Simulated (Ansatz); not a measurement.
# Bi: the cost of one run

Computed with Ansatz 0.2.0 (DFT PBE, scalar-relativistic, plane waves, PAW, unless a step's input says otherwise).

### 1 The structure to begin with

The structure is cubic, space group Ia-3 (No. 206). The conventional cell has a = 8.258 Å, b = 8.258 Å, c = 8.258 Å, α = 90.00°, β = 90.00°, γ = 90.00°. Bi (site symmetry 3) is surrounded by 4 Bi at 2.95 to 2.96 Å.

Coordinates:

```cif
data_structure
_symmetry_space_group_name_H-M 'P 1'
_symmetry_Int_Tables_number 1
_cell_length_a 7.1516
_cell_length_b 7.1516
_cell_length_c 7.1516
_cell_angle_alpha 109.471
_cell_angle_beta 109.471
_cell_angle_gamma 109.471
_cell_volume 281.57
loop_
_atom_site_label
_atom_site_type_symbol
_atom_site_fract_x
_atom_site_fract_y
_atom_site_fract_z
_atom_site_occupancy
Bi1 Bi 0.20600 0.20600 0.20600 1
Bi2 Bi 0.50000 0.00000 0.29400 1
Bi3 Bi 0.29400 0.50000 0.00000 1
Bi4 Bi 0.00000 0.29400 0.50000 1
Bi5 Bi 0.79400 0.79400 0.79400 1
Bi6 Bi 0.50000 0.00000 0.70600 1
Bi7 Bi 0.70600 0.50000 0.00000 1
Bi8 Bi 0.00000 0.70600 0.50000 1
```

A structure generator made this guess: 4-connected net of one element (Ia-3, No. 206). The dimensions are guesses.

### 2 The guess as it stands, on a coarse mesh

input.yaml

```yaml
crystal:
  lattice:
    - [-4.12898946, 4.12898946, 4.12898946]
    - [4.12898946, -4.12898946, 4.12898946]
    - [4.12898946, 4.12898946, -4.12898946]
  atoms:
    - { symbol: Bi, position: [0.206, 0.206, 0.206] }
    - { symbol: Bi, position: [0.5, 0.0, 0.294] }
    - { symbol: Bi, position: [0.294, 0.5, 0.0] }
    - { symbol: Bi, position: [0.0, 0.294, 0.5] }
    - { symbol: Bi, position: [0.794, 0.794, 0.794] }
    - { symbol: Bi, position: [0.5, 0.0, 0.706] }
    - { symbol: Bi, position: [0.706, 0.5, 0.0] }
    - { symbol: Bi, position: [0.0, 0.706, 0.5] }
basis:
  ecutwfc: 420
kpoints:
  mp_grid: { grid: [4, 4, 4] }
hamiltonian:
  xc: pbe
scf:
  occupations: { method: gaussian, width: 0.1 }
  lower_state_search: "off"
output:
  forces: true
  stress: true
  eigenvalues: true
```

Command:

```sh
$ ansatz run input.yaml --threads 1 --pin off --max-ram 2560MiB --backend cpu --events-out ev --progress --plain --runs-dir out
```

**Question.** How long does this run take on 1 thread of Arm Neoverse V1, shared host, and how much memory does it need?

About 8.9 s, with a peak of 0.51 GiB.
